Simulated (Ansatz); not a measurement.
Space group I4_1/amd:1 (No. 141). a = 6.678 Å, b = 6.678 Å, c = 6.024 Å, α = 90.00°, β = 90.00°, γ = 90.00°
```
atom site symmetry x y z
  Zr    4a      -4m2  0.0000  0.5000  0.2500
  Si    4b      -4m2  0.5000  0.0000  0.2500
   O   16h       .m.  0.5000  0.3162  0.8197
```

Equation of state of this ZrSiO4 structure (not necessarily the ground state), with shape and atoms relaxed at each volume where symmetry leaves them free. Theory: DFT PBE, scalar-relativistic, plane waves, PAW (Ansatz).

Cutoff 420 eV; k points 6×6×6 on the computed 12-atom cell (Γ-centred); Gaussian smearing, width 0.02 eV; no spin polarisation.

| V (Å³/atom) | E − E(largest V) (meV/atom) | P (GPa) | gap on mesh (eV) |
| --- | --- | --- | --- |
| 9.849 | 74.00 | 35.04 | 5.34 |
| 10.184 | 12.52 | 23.92 | 5.15 |
| 10.520 | -27.47 | 14.51 | 4.96 |
| 10.856 | -49.36 | 6.61 | 4.78 |
| 11.192 | -56.05 | -0.01 | 4.60 |
| 11.527 | -50.14 | -5.48 | 4.44 |
| 11.863 | -33.93 | -9.87 | 4.28 |
| 12.311 | 0.00 | -14.22 | 4.05 |

Fit a third-order Birch–Murnaghan equation to E(V).

V0 = 11.19 Å³/atom, B0 = 197 GPa, B0' = 5.3.

Cost: 8 runs of about 2.9 core-minutes in all, on AMD EPYC 9B45 (Zen 5) (shared hosts).